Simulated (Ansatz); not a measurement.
Results of r²SCAN-D4 in Ansatz (PAW) for chalcopyrite CuInS₂.

Numerical settings: plane-wave cutoff 560 eV, 10×10×10 k mesh, Fermi–Dirac smearing 0.01 eV, no spin polarisation, scalar-relativistic PAW data made under PBE.

The volume scan:

```csv
V (Å³/atom),E − E_lowest (meV/atom),P (GPa)
20.128,8.60,3.42
20.547,2.06,1.61
20.966,0.00,0.00
21.386,1.93,-1.44
21.805,7.42,-2.72
```

Estimate the bulk modulus and its pressure derivative from these points.

V0 = 20.965 Å³/atom, B0 = 76.2 GPa, B′ = 4.8 (fit to the energies at full precision).

Shape and atoms are relaxed at each volume.

Note: the bulk modulus comes from volumes at which shape and atoms were relaxed.

Spin–orbit coupling is not included.

Ansatz is a program for electronic structure.
